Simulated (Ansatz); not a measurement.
# BAs: the cost of one run

Program: Ansatz 0.2.0. Level of theory: DFT r2SCAN, scalar-relativistic, plane waves, PAW. These are calculated values, not measurements.

2 further runs of the same task are left out: 2 set aside as unsound or not needed. Runs told in other sessions of the task aren't counted.

## (1) Starting point

It takes space group F-43m (No. 216, cubic). The conventional cell has a = 4.784 Å, b = 4.784 Å, c = 4.784 Å, α = 90.00°, β = 90.00°, γ = 90.00°. Around B (site symmetry -43m) lie 4 As at 2.07 Å. As (site symmetry -43m) has 4 B at 2.07 Å in its first shell of neighbours.

Structure file:

```cif
data_structure
_symmetry_space_group_name_H-M 'P 1'
_symmetry_Int_Tables_number 1
_cell_length_a 3.3827
_cell_length_b 3.3827
_cell_length_c 3.3827
_cell_angle_alpha 60.000
_cell_angle_beta 60.000
_cell_angle_gamma 60.000
_cell_volume 27.37
loop_
_atom_site_label
_atom_site_type_symbol
_atom_site_fract_x
_atom_site_fract_y
_atom_site_fract_z
_atom_site_occupancy
B1 B 0.00000 0.00000 0.00000 1
As1 As 0.75000 0.75000 0.75000 1
```

It is the result of an earlier relaxation at this level (volume 13.68 Å³/atom; gap on the mesh: 1.37 eV).

## (2) Zero of energy

The reference gives a free energy of -5021.3417 eV, pressure 0.00 GPa, largest force 0.000 eV/Å and gap on the mesh 1.37 eV. It was computed beforehand with the settings of the runs below.

## (3) Next: a two-dimensional strain map

The cell is strained by p along both x and y and by q along z, with fractional coordinates fixed.

## (4) At p = -0.080, q = -0.080

input.yaml

```yaml
crystal:
  lattice:
    - [0.0, 2.2005638205, 2.2005638205]
    - [2.2005638205, 0.0, 2.2005638205]
    - [2.2005638205, 2.2005638205, 0.0]
  atoms:
    - { symbol: B, position: [0.0, 0.0, 0.0] }
    - { symbol: As, position: [0.75, 0.75, 0.75] }
basis:
  ecutwfc: 500
kpoints:
  mp_grid: { grid: [10, 10, 10] }
hamiltonian:
  xc: r2scan
scf:
  occupations: { method: gaussian, width: 0.05 }
output:
  forces: true
  stress: true
  eigenvalues: true
```

Run with:

```
ansatz run input.yaml --threads 2 --pin off --max-ram 5120MiB --backend cpu --events-out ev --progress --plain --runs-dir out
```

**Question.** How long does this run take on 2 threads of Intel Xeon Platinum 8259CL at 2.50GHz (Skylake/Cascade Lake), shared host, and how much memory does it need?

About 2.8 s, with a peak of 0.41 GiB.
